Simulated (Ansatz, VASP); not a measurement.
## Two plane-wave programs on BN

The input INCAR:

```
PREC = Accurate
ENCUT = 520
EDIFF = 1E-7
ISMEAR = 0
SIGMA = 0.02
LREAL = F
LASPH = T
NELM = 80
ALGO = Normal
ISIF = 2
LWAVE = F
LCHARG = T
GGA = PE
LELF = T
LVHAR = T
NBANDS = 16
```

File KPOINTS:

```
Automatic mesh
0
Gamma
  9 9 6
```

The input POSCAR:

```
BN
1.0
    2.8847034421      0.0000000000      0.0000000000
   -1.4423517211      2.4982264632      0.0000000000
    0.0000000000      0.0000000000      4.6862828845
B N
2 2
Direct
    0.3333333333      0.6666666667      0.0000000000
    0.6666666667      0.3333333333      0.5000000000
    0.3333333333      0.6666666667      0.3750000000
    0.6666666667      0.3333333333      0.8750000000
```

Input for Ansatz:

```yaml
crystal:
  lattice:
    - [2.8847034421, 0.0, 0.0]
    - [-1.4423517211, 2.4982264632, 0.0]
    - [0.0, 0.0, 4.6862828845]
  atoms:
    - { symbol: B, position: [0.3333333333, 0.6666666667, 0.0] }
    - { symbol: B, position: [0.6666666667, 0.3333333333, 0.5] }
    - { symbol: "N", position: [0.3333333333, 0.6666666667, 0.375] }
    - { symbol: "N", position: [0.6666666667, 0.3333333333, 0.875] }
basis:
  ecutwfc: 420
kpoints:
  mp_grid: { grid: [9, 9, 6] }
hamiltonian:
  xc: pbe
scf:
  occupations: { method: gaussian, width: 0.02 }
output:
  forces: true
  stress: true
  eigenvalues: true
```

Alike in both runs: task single point; functional PBE; k mesh 9 × 9 × 6; occupations gaussian, width 0.02 eV; no spin polarisation.

```csv
,VASP,Ansatz
version,VASP 6.6.1,Ansatz 0.2.0
potentials or method,"VASP PAW PBE potentials, release 64 (B, N)","scalar-relativistic, plane waves, PAW"
plane-wave cutoff (eV),520,420
valence electrons in the cell,16,16
```

```tsv
	VASP	Ansatz	Ansatz less VASP
gap on the k mesh at the Fermi level (eV)	5.01	5.01	+0.001
least direct gap on the mesh (eV)	5.25	5.24	-0.012
pressure (GPa)	-66.6	-66.5	+0.14
largest component of the traceless stress (GPa)	4.09	4.09	-0.001
rms of the force components (eV/Å)	0.025	0.025	+0.0002
```

Atom by atom the forces differ by 0.000 eV/Å (rms over components).

Caveats: the cell as given lies far from equilibrium; so large a pressure means that the cell lies far from this level's equilibrium, or that cutoff or potentials fall short (VASP); an odd mesh through Γ misses points on the zone boundary, where band edges often lie.
